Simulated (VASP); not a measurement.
# Pb (P6_3/mmc) in VASP: further runs

Runs on Pb. Level: PBEsol. Tasks: single point.

Everything below comes from runs of VASP 6.6.1. Logs are shortened: lines on timing, memory, paths and dates and some standing lists are left out, and cuts for length are marked.

**1. The structure**

It takes space group P6_3/mmc (No. 194, hexagonal). The conventional cell has a = 3.480 Å, b = 3.480 Å, c = 5.590 Å, α = 90.00°, β = 90.00°, γ = 120.00°. Around Pb (site symmetry -6m2) lie 12 Pb at 3.44 to 3.48 Å.

This isn't the form of Pb at room conditions, which is fcc.

**2. Single point, PBEsol**

The input, INCAR:

```
PREC = Accurate
ENCUT = 450
EDIFF = 1E-6
ISMEAR = -1
SIGMA = 0.2
LREAL = False
LASPH = True
NELM = 100
ALGO = Normal
ISIF = 2
LWAVE = False
LCHARG = False
GGA = PS
ADDGRID = False
```

The input, KPOINTS:

```
regular mesh
0
Gamma
  6 6 4
```

The input, POSCAR:

```
Pb
1.0
    3.4800000000      0.0000000000      0.0000000000
   -1.7400000000      3.0137684052      0.0000000000
    0.0000000000      0.0000000000      5.5900000000
Pb
2
Direct
    0.6666666667      0.3333333333      0.7500000000
    0.3333333333      0.6666666667      0.2500000000
```

Potentials or basis: VASP PAW PBE potentials, release 64 (Pb_d).

The run is started by

```bash
> cat potpaw_PBE.64/Pb_d/POTCAR > POTCAR
> mpirun -np 1 vasp_std > vasp.out
```

OUTCAR:

```text
PREC = Accurate
   ENCUT = 450
   EDIFF = 1E-6
   ISMEAR = -1
   LREAL = False
   LASPH = True
   NELM = 100
   ISIF = 2
   GGA = PS

 Found     21 irreducible k-points:

 Following reciprocal coordinates:
            Coordinates               Weight
  0.000000  0.000000  0.000000      1.000000
  0.166667  0.000000  0.000000      6.000000
  0.333333  0.000000  0.000000      6.000000
  0.500000  0.000000  0.000000      3.000000
  0.166667  0.166667  0.000000      6.000000
  0.333333  0.166667  0.000000     12.000000
   k-points           NKPTS =     21   k-points in BZ     NKDIM =     21   number of bands    NBANDS=     18
   number of dos      NEDOS =    301   number of ions     NIONS =      2
   total plane-waves  NPLWV =  23040
   dimension x,y,z NGX =    24 NGY =   24 NGZ =   40
   dimension x,y,z NGXF=    48 NGYF=   48 NGZF=   80
   ions per type =               2
   NGX,Y,Z   is equivalent  to a cutoff of  11.47, 11.47, 11.90 a.u.
   NGXF,Y,Z  is equivalent  to a cutoff of  22.93, 22.93, 23.79 a.u.
 SYSTEM =  unknown system
   PREC   = accura    normal or accurate (medium, high low for compatibility)
   ISTART =      0    job   : 0-new  1-cont  2-samecut
   ICHARG =      2    charge: 1-file 2-atom 10-const
   ISPIN  =      1    spin polarized calculation?
   LNONCOLLINEAR =      F non collinear calculations
   LSORBIT =      F    spin-orbit coupling
   LASPH  =      T    aspherical Exc in radial PAW
   ENCUT  =  450.0 eV  33.07 Ry    5.75 a.u.   6.02  6.02  9.67*2*pi/ulx,y,z
   NELM   =    100;   NELMIN=  2; NELMDL= -5     # of ELM steps
   EDIFF  = 0.1E-05   stopping-criterion for ELM
   LREAL  =      F    real-space projection
   EDIFFG = 0.1E-04   stopping-criterion for IOM
   NSW    =      0    number of steps for IOM
   IBRION =     -1    ionic relax: 0-MD 1-quasi-New 2-CG
   NFREE  =      0    steps in history (QN), initial steepest desc. (CG)
   ISIF   =      2    stress and relaxation
   ISYM   =      2    0-nonsym 1-usesym 2-fastsym
   POTIM  = 0.5000    time-step for ionic-motion
   TEBEG  =    0.0;   TEEND  =   0.0 temperature during run
   PSTRESS=    0.0 pullay stress
   NELECT =      28.0000    total number of electrons
   NUPDOWN=      -1.0000    fix difference up-down
   EMIN   =  10.00;   EMAX   =-10.00  energy-range for DOS
   EFERMI =   0.00;   METHOD = LEGACY
   ISMEAR =    -1;   SIGMA  =   0.20  broadening in eV -4-tet -1-fermi 0-gaus
   EFERMI_NEDOS =   21; number of points for ismear=-14 and -15
   IALGO  =     38    algorithm
   IMIX   =      4    mixing-type and parameters
     AMIX     =   0.40;   BMIX     =  1.00
     AMIX_MAG =   1.60;   BMIX_MAG =  1.00
  volume/ion in A,a.u.               =      29.31       197.82
  Fermi-wavevector in a.u.,A,eV,Ry     =   1.279658  2.418203 22.279870  1.637524
  Thomas-Fermi vector in A             =   2.412131
   LORBIT       =      0    0 simple, 1 ext, 2 COOP (PROOUT), +10 PAW based schemes
   GGA     = PS    functional components
   LHFCALC =     F    Hartree Fock is set to
   AEXX    =    0.0000 exact exchange contribution
   IVDW    =     0    specifies the selected vdW correction
   LEPSILON=     F    determine dielectric tensor
   LRPA    =     F    only Hartree local field effects (RPA)
 non-spin polarized calculation
  energy-cutoff  :      450.00
  volume of cell :       58.63
 maximum number of plane-waves:      1296
   NGX = 13   NGY = 13   NGZ = 19

 number of electron      28.0000001 magnetization

 Free energy of the ion-electron system (eV)
  ---------------------------------------------------
  ext. energy  EPLUGINS =         0.00000000
  ---------------------------------------------------
  free energy    TOTEN  =        -7.98249408 eV

  energy without entropy =       -7.81622012  energy(sigma->0) =       -7.89935710

 E-fermi :   7.5188     XC(G=0): -10.5056

 val. band max:        7.4960811471   @ k =   0.3333   0.0000   0.2500
 cond. band min:       7.9785089614   @ k =   0.1667   0.1667   0.0000
 fundamental gap:      0.4824278143
 Fermi energy:         7.5188436845

 k-point     1 :       0.0000    0.0000    0.0000
  band No.  band energies     occupation
      1      -9.5693      2.00000
      2      -9.5187      2.00000
      3      -9.5083      2.00000
      4      -9.5083      2.00000
      5      -9.4830      2.00000
      6      -9.4830      2.00000
[... 10 lines left out ...]
     17      14.9472      0.00000
     18      15.6215      0.00000

 k-point     2 :       0.1667    0.0000    0.0000
  band No.  band energies     occupation
      1      -9.5858      2.00000
      2      -9.5175      2.00000
      3      -9.4810      2.00000
      4      -9.4713      2.00000
      5      -9.4640      2.00000
      6      -9.4431      2.00000
[... 10 lines left out ...]
     17      14.6694      0.00000
     18      15.0226      0.00000

 k-point     3 :       0.3333    0.0000    0.0000
  band No.  band energies     occupation
      1      -9.6598      2.00000
      2      -9.5486      2.00000
      3      -9.5246      2.00000
      4      -9.5086      2.00000
      5      -9.4179      2.00000
      6      -9.3581      2.00000
[... 10 lines left out ...]
     17      11.5295      0.00000
     18      13.8329      0.00000

 k-point     4 :       0.5000    0.0000    0.0000
  band No.  band energies     occupation
      1      -9.6946      2.00000
      2      -9.5922      2.00000
      3      -9.5412      2.00000
      4      -9.5290      2.00000
      5      -9.3874      2.00000
      6      -9.3796      2.00000
[... 10 lines left out ...]
     17       9.4258      0.00014
     18      13.2695      0.00000

 k-point     5 :       0.1667    0.1667    0.0000
  band No.  band energies     occupation
      1      -9.5630      2.00000
      2      -9.5590      2.00000
      3      -9.5321      2.00000
      4      -9.4925      2.00000
      5      -9.4327      2.00000
      6      -9.4034      2.00000
[... 10 lines left out ...]
     17      12.2936      0.00000
     18      12.7827      0.00000

 k-point     6 :       0.3333    0.1667    0.0000
  band No.  band energies     occupation
      1      -9.6115      2.00000
      2      -9.6051      2.00000
      3      -9.4999      2.00000
      4      -9.4943      2.00000
      5      -9.3975      2.00000
      6      -9.3915      2.00000
[... 10 lines left out ...]
     17      10.0758      0.00001
     18      10.8848      0.00000

 [... further k-points ...]

------------------------ aborting loop because EDIFF is reached ----------------------------------------

  FORCE on cell =-STRESS in cart. coord.  units (eV):
  Direction    XX          YY          ZZ          XY          YZ          ZX
  --------------------------------------------------------------------------------------
  -------------------------------------------------------------------------------------
  Total        0.4654270      0.4654270      0.4835222     -0.0000000      0.0000000     -0.0000000
  in kB       12.7192426     12.7192426     13.2137494     -0.0000000      0.0000000     -0.0000000
  external PRESSURE =      12.8840782 kB  Pullay stress =       0.0000000 kB

 VOLUME and BASIS-vectors are now :
 -----------------------------------------------------------------------------
  energy-cutoff  :      450.00
  volume of cell :       58.63
      direct lattice vectors                 reciprocal lattice vectors
     3.480000000  0.000000000  0.000000000     0.287356322  0.165905250  0.000000000
    -1.740000000  3.013768405  0.000000000     0.000000000  0.331810500  0.000000000
     0.000000000  0.000000000  5.590000000     0.000000000  0.000000000  0.178890877

 POSITION                                       TOTAL-FORCE (eV/Angst)
 -----------------------------------------------------------------------------------
      1.74000      1.00459      4.19250        -0.000000     -0.000000      0.000000
     -0.00000      2.00918      1.39750         0.000000      0.000000      0.000000
 -----------------------------------------------------------------------------------
    total drift:                               -0.000000      0.000000      0.000000

  FREE ENERGIE OF THE ION-ELECTRON SYSTEM (eV)
  ---------------------------------------------------
  free  energy   TOTEN  =        -7.9824940844 eV

  energy  without entropy=       -7.8162201173  energy(sigma->0) =       -7.89935710
```

Wall time 4.8 s (1 thread of Intel Xeon 6975P-C (Granite Rapids), shared host); peak memory 0.16 GiB.

The run converged, but some of its settings lie outside the range that counts as converged, so its numbers aren't taken as properties of the crystal.

Results:

```
Free energy            : -7.9825 eV
Pressure               : 1.3 GPa
Band gap on the k mesh : none (metal or under the smearing width)
```

Caveat: the PAW data sets were made with another functional, which shifts forces and pressure a little.

**3. Single point, PBEsol**

INCAR is that of step 2.

KPOINTS is that of step 2.

The input, POSCAR:

```
Pb
1.0
    3.4800000000      0.0000000000      0.0000000000
   -1.7400000000      3.0137684052      0.0000000000
    0.0000000000      0.0000000000      5.5900000000
Pb
2
Direct
    0.6916670000      0.3496840000      0.7502860000
    0.3559200000      0.6835750000      0.2530120000
```

Potentials or basis: VASP PAW PBE potentials, release 64 (Pb_d).

The run is started by

```bash
> cat potpaw_PBE.64/Pb_d/POTCAR > POTCAR
> mpirun -np 1 vasp_std > vasp.out
```

OUTCAR:

```text
PREC = Accurate
   ENCUT = 450
   EDIFF = 1E-6
   ISMEAR = -1
   LREAL = False
   LASPH = True
   NELM = 100
   ISIF = 2
   GGA = PS

 Found     76 irreducible k-points:

 Following reciprocal coordinates:
            Coordinates               Weight
  0.000000  0.000000  0.000000      1.000000
  0.166667  0.000000  0.000000      2.000000
  0.000000  0.166667  0.000000      2.000000
 -0.166667  0.166667  0.000000      2.000000
  0.333333  0.000000  0.000000      2.000000
  0.000000  0.333333  0.000000      2.000000
   k-points           NKPTS =     76   k-points in BZ     NKDIM =     76   number of bands    NBANDS=     18
   number of dos      NEDOS =    301   number of ions     NIONS =      2
   total plane-waves  NPLWV =  23040
   dimension x,y,z NGX =    24 NGY =   24 NGZ =   40
   dimension x,y,z NGXF=    48 NGYF=   48 NGZF=   80
   ions per type =               2
   NGX,Y,Z   is equivalent  to a cutoff of  11.47, 11.47, 11.90 a.u.
   NGXF,Y,Z  is equivalent  to a cutoff of  22.93, 22.93, 23.79 a.u.
 SYSTEM =  unknown system
   PREC   = accura    normal or accurate (medium, high low for compatibility)
   ISTART =      0    job   : 0-new  1-cont  2-samecut
   ICHARG =      2    charge: 1-file 2-atom 10-const
   ISPIN  =      1    spin polarized calculation?
   LNONCOLLINEAR =      F non collinear calculations
   LSORBIT =      F    spin-orbit coupling
   LASPH  =      T    aspherical Exc in radial PAW
   ENCUT  =  450.0 eV  33.07 Ry    5.75 a.u.   6.02  6.02  9.67*2*pi/ulx,y,z
   NELM   =    100;   NELMIN=  2; NELMDL= -5     # of ELM steps
   EDIFF  = 0.1E-05   stopping-criterion for ELM
   LREAL  =      F    real-space projection
   EDIFFG = 0.1E-04   stopping-criterion for IOM
   NSW    =      0    number of steps for IOM
   IBRION =     -1    ionic relax: 0-MD 1-quasi-New 2-CG
   NFREE  =      0    steps in history (QN), initial steepest desc. (CG)
   ISIF   =      2    stress and relaxation
   ISYM   =      2    0-nonsym 1-usesym 2-fastsym
   POTIM  = 0.5000    time-step for ionic-motion
   TEBEG  =    0.0;   TEEND  =   0.0 temperature during run
   PSTRESS=    0.0 pullay stress
   NELECT =      28.0000    total number of electrons
   NUPDOWN=      -1.0000    fix difference up-down
   EMIN   =  10.00;   EMAX   =-10.00  energy-range for DOS
   EFERMI =   0.00;   METHOD = LEGACY
   ISMEAR =    -1;   SIGMA  =   0.20  broadening in eV -4-tet -1-fermi 0-gaus
   EFERMI_NEDOS =   21; number of points for ismear=-14 and -15
   IALGO  =     38    algorithm
   IMIX   =      4    mixing-type and parameters
     AMIX     =   0.40;   BMIX     =  1.00
     AMIX_MAG =   1.60;   BMIX_MAG =  1.00
  volume/ion in A,a.u.               =      29.31       197.82
  Fermi-wavevector in a.u.,A,eV,Ry     =   1.279658  2.418203 22.279870  1.637524
  Thomas-Fermi vector in A             =   2.412131
   LORBIT       =      0    0 simple, 1 ext, 2 COOP (PROOUT), +10 PAW based schemes
   GGA     = PS    functional components
   LHFCALC =     F    Hartree Fock is set to
   AEXX    =    0.0000 exact exchange contribution
   IVDW    =     0    specifies the selected vdW correction
   LEPSILON=     F    determine dielectric tensor
   LRPA    =     F    only Hartree local field effects (RPA)
 non-spin polarized calculation
  energy-cutoff  :      450.00
  volume of cell :       58.63
 maximum number of plane-waves:      1296
   NGX = 13   NGY = 13   NGZ = 19

 number of electron      28.0000002 magnetization

 Free energy of the ion-electron system (eV)
  ---------------------------------------------------
  ext. energy  EPLUGINS =         0.00000000
  ---------------------------------------------------
  free energy    TOTEN  =        -7.98218000 eV

  energy without entropy =       -7.81590913  energy(sigma->0) =       -7.89904456

 E-fermi :   7.5188     XC(G=0): -10.5055

 val. band max:        7.5169021073   @ k =  -0.3333   0.0000   0.2500
 cond. band min:       7.9677213384   @ k =  -0.1667   0.3333   0.0000
 fundamental gap:      0.4508192310
 Fermi energy:         7.5188323570

 k-point     1 :       0.0000    0.0000    0.0000
  band No.  band energies     occupation
      1      -9.5694      2.00000
      2      -9.5188      2.00000
      3      -9.5086      2.00000
      4      -9.5081      2.00000
      5      -9.4836      2.00000
      6      -9.4830      2.00000
[... 10 lines left out ...]
     17      14.9674      0.00000
     18      15.6202      0.00000
[... 85 lines left out ...]
 k-point     6 :       0.0000    0.3333    0.0000
  band No.  band energies     occupation
      1      -9.6599      2.00000
      2      -9.5491      2.00000
      3      -9.5244      2.00000
      4      -9.5086      2.00000
      5      -9.4179      2.00000
      6      -9.3580      2.00000
[... 10 lines left out ...]
     17      11.5275      0.00000
     18      13.8367      0.00000

 [... further k-points ...]

------------------------ aborting loop because EDIFF is reached ----------------------------------------

  FORCE on cell =-STRESS in cart. coord.  units (eV):
  Direction    XX          YY          ZZ          XY          YZ          ZX
  --------------------------------------------------------------------------------------
  -------------------------------------------------------------------------------------
  Total        0.4632410      0.4660714      0.4832733      0.0077223      0.0001771     -0.0009109
  in kB       12.6595021     12.7368525     13.2069465      0.2110346      0.0048403     -0.0248940
  external PRESSURE =      12.8677670 kB  Pullay stress =       0.0000000 kB

 VOLUME and BASIS-vectors are now :
 -----------------------------------------------------------------------------
  energy-cutoff  :      450.00
  volume of cell :       58.63
      direct lattice vectors                 reciprocal lattice vectors
     3.480000000  0.000000000  0.000000000     0.287356322  0.165905250  0.000000000
    -1.740000000  3.013768405  0.000000000     0.000000000  0.331810500  0.000000000
     0.000000000  0.000000000  5.590000000     0.000000000  0.000000000  0.178890877

 POSITION                                       TOTAL-FORCE (eV/Angst)
 -----------------------------------------------------------------------------------
      1.79855      1.05387      4.19410        -0.003948      0.000627      0.038346
      0.04918      2.06014      1.41434         0.003948     -0.000627     -0.038346
 -----------------------------------------------------------------------------------
    total drift:                               -0.000051      0.000037     -0.000070

  FREE ENERGIE OF THE ION-ELECTRON SYSTEM (eV)
  ---------------------------------------------------
  free  energy   TOTEN  =        -7.9821799956 eV

  energy  without entropy=       -7.8159091296  energy(sigma->0) =       -7.89904456
```

It took 13 s on 1 thread of Intel Xeon 6975P-C (Granite Rapids), shared host; peak memory 0.19 GiB.

These settings aren't checked as converged: the numbers below hold their error.

Results:

| Quantity | Value |
| --- | --- |
| Free energy | -7.9822 eV |
| Pressure | 1.3 GPa |
| Largest force | 0.039 eV/Å |
| Band gap on the k mesh | none (metal or under the smearing width) |

Caveat: the PAW data sets were made with another functional, which shifts forces and pressure a little.

**4. Single point, PBEsol**

INCAR: that of step 3 with these lines changed.

```diff
@@ -1,3 +1,3 @@
 PREC = Accurate
-ENCUT = 450
+ENCUT = 550
 EDIFF = 1E-6
```

KPOINTS is that of step 3.

The input, POSCAR:

```
Pb
1.0
    3.4800000000      0.0000000000      0.0000000000
   -1.7400000000      3.0137684052      0.0000000000
    0.0000000000      0.0000000000      5.5900000000
Pb
2
Direct
    0.6666666667      0.3333333333      0.7500000000
    0.3333333333      0.6666666667      0.2500000000
```

The run is started by

```bash
> cat potpaw_PBE.64/Pb_d/POTCAR > POTCAR
> mpirun -np 1 vasp_std > vasp.out
```

It took 8.6 s on 1 thread of Intel Xeon 6975P-C (Granite Rapids), shared host; peak memory 0.18 GiB.

These settings aren't checked as converged: the numbers below hold their error.

What came out:

| Property | Result |
| --- | --- |
| Free energy | -7.9822 eV |
| Pressure | 1.2 GPa |
| Band gap on the k mesh | none (metal or under the smearing width) |

Caveat: the PAW data sets were made with another functional, which shifts forces and pressure a little.
